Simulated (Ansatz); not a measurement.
# Equation of state of Cs

```cif
data_structure
_symmetry_space_group_name_H-M 'P 1'
_symmetry_Int_Tables_number 1
_cell_length_a 10.2532
_cell_length_b 10.2532
_cell_length_c 10.2532
_cell_angle_alpha 151.154
_cell_angle_beta 151.154
_cell_angle_gamma 41.250
_cell_volume 250.35
loop_
_atom_site_label
_atom_site_type_symbol
_atom_site_fract_x
_atom_site_fract_y
_atom_site_fract_z
_atom_site_occupancy
Cs1 Cs 0.25000 0.75000 0.50000 1
Cs2 Cs 0.50000 0.50000 0.00000 1
```

The runs use the primitive cell with vectors (-2.554, 2.554, 9.596), (2.554, -2.554, 9.596), (2.554, 2.554, -9.596) Å, to which the k mesh refers.

The cell is the one relaxed in the Materials Project (mp-3), not relaxed further here; entries there can be hypothetical.

No spin–orbit coupling, which matters for the heavy atoms here.

All numbers are computed: DFT, LDA, all-electron LAPW, scalar-relativistic (Ansatz 0.2.0); DFT, LDA, PAW with Ansatz's default frozen-core files, scalar-relativistic (Ansatz 0.2.0).

For LAPW: a Γ-centred 9×9×9 k mesh, Fermi–Dirac smearing of 0.03 eV, basis error target 0.25 meV/atom, no spin polarisation. PAW takes a cutoff of 420 eV at this cell (files made with PBE, cores remade for this functional). The Ansatz runs share mesh, smearing and spin set-up. Plane-wave (PAW) pressures include the program's estimate of the Pulay term.

The cell above is scaled evenly, with fractional coordinates and shape held.

```tsv
V/V(cell)	V (Å³/atom)	P, LAPW (GPa)	P, PAW (GPa)
0.9405	117.726	-0.25	-0.25
0.9800	122.670	-0.30	-0.30
1.0000	125.174	-0.32	-0.32
1.0200	127.677	?	?
1.0600	132.684	-0.36	-0.37
```

Problem. Fill in the row V/V(cell) = 1.0200.

Solution. P, LAPW (GPa) = -0.33, P, PAW (GPa) = -0.33.
